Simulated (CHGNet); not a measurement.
## Spinel MgAl2O4

All values below come from the machine-learned potential CHGNet 0.3.0 (trained on PBE and PBE+U data).

Cell: relaxed at this level.

```yaml
lattice_constant_a: 8.171 Å
equilibrium_volume_per_atom: 9.74 Å³/atom
```

Measured, for comparison: lattice constant a 8.074 Å, equilibrium volume per atom 9.40 Å³/atom (0 K, fit to 77–300 K taken to 0 K; as tabulated in Grimes and Al-Ajaj (1992), doi:10.1088/0953-8984/4/30/004). Computed (rounded) less measured: lattice constant a +1.2 %, equilibrium volume per atom +3.6 %.

A machine-learned potential is trained on density-functional data: it inherits that level's misses and adds fitting errors of its own.
